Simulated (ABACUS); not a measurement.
Crystal: NiO.

```
Ni O
1.0
     0.00000    2.08590    2.08590
     2.08590    0.00000    2.08590
     2.08590    2.08590    0.00000
Ni O
1 1
Direct
  0.00000 0.00000 0.00000
  0.50000 0.50000 0.50000
```

Base run:

| Property | Result |
| --- | --- |
| Program | ABACUS 3.10.1 |
| Functional | PBE |
| Potentials or basis | PseudoDojo NC SR 0.4.1 PBE standard |
| Cutoff | 1333 eV |
| Density cutoff | 5333 eV |
| Basis | plane waves |
| k mesh | 9 × 9 × 9 |
| Occupations | fermi-dirac, width 0.05 eV |
| Spin | collinear spin, ferromagnetic start |
| Starting moments | [1.0, 0.0] μB |

Its results: band gap on the k mesh none (metal or under the smearing width); pressure 6.1 GPa; net moment 1.84 μB per cell.

The run is repeated on the same cell with these changes: functional from PBE to AM05. What comes out?

Band gap on the k mesh none (metal or under the smearing width); pressure -11.6 GPa; net moment 0.93 μB per cell.

AM05 binds more tightly than PBE, so the same cell stands under less pressure.

Caveats: a cell with one magnetic atom can't hold antiferromagnetic order, which such compounds often take; semilocal functionals often make such compounds metallic where correlation or magnetic order opens a gap, which also shifts bond lengths; the potentials were made for another functional, which shifts forces and pressure (some runs).
